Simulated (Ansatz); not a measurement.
## A series in volume per atom on Y

All results are calculated (Ansatz 0.2.0 development build). Equation of state of a cubic crystal from periodic Kohn-Sham density functional theory without spin; pressure corrected for the finite basis.

Cell of the first row (space group Fm-3m, No. 225):
```
CELL_PARAMETERS angstrom
0.00000 2.46290 2.46290
2.46290 0.00000 2.46290
2.46290 2.46290 0.00000
ATOMIC_POSITIONS crystal
Y 0.00000 0.00000 0.00000
```

Settings of every row: formula Y; structure type fcc; functional r2SCAN; spin treatment none; k mesh 12x12x12; occupation method fermi-dirac; occupation width 0.1 eV; wave cutoff 420 eV; datasets hand-made PAW; density cutoff ratio 4; xc grid level 2.

Limits: a cubic model structure, not a phase known at ambient conditions; the SCF threshold is loose for a stress in some rows.

```
row  volume per atom (Å³)  pressure (GPa)  energy above lowest point (meV/atom)
  1                 29.88           4.811                                 48.47
  2                30.854               ?                                     ?
  3                31.828           1.889                                  8.45
  4                32.803           0.672                                  0.74
  5                33.777           -0.41                                     0
```

Question: what pressure and energy above lowest point should row 2 give?

Worked fit of pressure. Take u = (V_r/V)^(2/3) − 1 with V_r = 32.316 Å³ an atom, which is twice the finite (Eulerian) strain; such expansions in the strain, on which the Birch-Murnaghan equation of state is built, carry the rest volume and the bulk modulus. The shown rows have u = 0.05364, 0.0102, -0.00992, -0.02905. Least squares give pressure = 1.2613 + 60.557 × u + 104.73 × u² GPa; a straight line predicts inner rows, each left out in turn, worse (root mean square 0.11 against 0.0024 GPa). The rows lie off it by 0.000, -0.001, 0.001, -0.001. The pressure vanishes at u = -0.0216, or V = 33.39 Å³ an atom, and there the bulk modulus at fixed shape and fractions is B = −V dP/dV = (2/3)(1 + u) dP/du = 36.5 GPa. The withheld row has u = 0.03135, so the fit gives 1.2613 + 60.557 × (0.03135) + 104.73 × (0.03135)² = 3.263 GPa.

The calculation gave 3.26 GPa. The fit lies 0.003 GPa (0.057 % of the column's range) above it; its largest miss of a shown row is 0.001 GPa.

Worked fit of energy above lowest point. Take u = (V_r/V)^(2/3) − 1 with V_r = 32.316 Å³ an atom, which is twice the finite (Eulerian) strain; such expansions in the strain, on which the Birch-Murnaghan equation of state is built, carry the rest volume and the bulk modulus. The shown rows have u = 0.05364, 0.0102, -0.00992, -0.02905. Least squares give energy above lowest point = 3.684 + 376.11 × u + 8555.7 × u² meV/atom; a straight line predicts inner rows, each left out in turn, worse (root mean square 8.9 against 0.11 meV/atom). The rows lie off it by -0.01, 0.04, -0.05, 0.02 (root mean square 0.034 meV/atom). Its lowest point lies at u = -0.0220, or V = 33.41 Å³ an atom, and the curvature there gives the bulk modulus at fixed shape and fractions, B = (4/9)(1 + u)² E″(u)/V = 34.9 GPa. The withheld row has u = 0.03135, so the fit gives 3.684 + 376.11 × (0.03135) + 8555.7 × (0.03135)² = 23.88 meV/atom.

The calculation gave 24.02 meV/atom. The fit lies 0.14 meV/atom (0.29 % of the column's range) below it; its largest miss of a shown row is 0.05 meV/atom.
